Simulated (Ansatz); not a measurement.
Tetradymite Sb2Te3 was calculated with LDA in Ansatz (plane waves, PAW).

Run with plane-wave cutoff 520 eV, 10×10×10 k mesh, Fermi–Dirac smearing 0.01 eV, scalar-relativistic PAW data made under PBE.

Properties against volume:

Shape and atoms are relaxed at each volume.

| V (Å³/atom) | P (GPa) | c (Å) | a (Å) |
|---|---|---|---|
| 29.497 | 2.10 | 29.019 | 4.196 |
| 30.111 | 0.97 | 29.231 | 4.224 |
| 30.726 | 0.00 | 29.463 | 4.250 |
| 31.340 | -0.81 | 29.752 | 4.271 |
| 31.955 | -1.43 | 30.096 | 4.288 |

Note: this level leaves the solid without a gap, although one is measured.

Ansatz is a quantum-chemistry and plane-wave program.
